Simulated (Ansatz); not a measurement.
Method: Ansatz 0.2.0, DFT PBE, scalar-relativistic, plane waves, PAW.

Settings: cutoff 420 eV, Γ-centred mesh 6×6×4 on the computed 6-atom cell, Gaussian smearing of 0.02 eV; no spin polarisation.

```
CELL_PARAMETERS angstrom
2.56482 -2.33209 0.00000
2.56482 2.33209 0.00000
0.00000 0.00000 6.52084
ATOMIC_POSITIONS crystal
C 0.00000 0.00000 0.00000
C 0.50000 0.50000 0.50000
O 0.80404 0.19596 0.89713
O 0.19596 0.80404 0.10287
O 0.69596 0.30404 0.39713
O 0.30404 0.69596 0.60287
```

Is this geometry at equilibrium? Which atom feels the largest force?

It isn't. Atom 3 (O) feels (0.00, 3.15, -2.37) eV/Å, 3.942 eV/Å in size, and symmetry-related atoms feel the same size.

Give all forces and the stress.

```
atom Fx Fy Fz
  C1  0.000   0.000   0.000
  C2  0.000   0.000   0.000
  O3  0.000   3.153  -2.365
  O4  0.000  -3.153   2.365
  O5  0.000  -3.153  -2.365
  O6  0.000   3.153   2.365
```
Stress (GPa, compression positive):
```
 3.48  0.00  0.00
 0.00 26.63  0.00
 0.00  0.00 15.42
```

The cell holds molecules, and where no dispersion correction was added their binding is poorly described.

This form isn't the usual stable structure of the compound.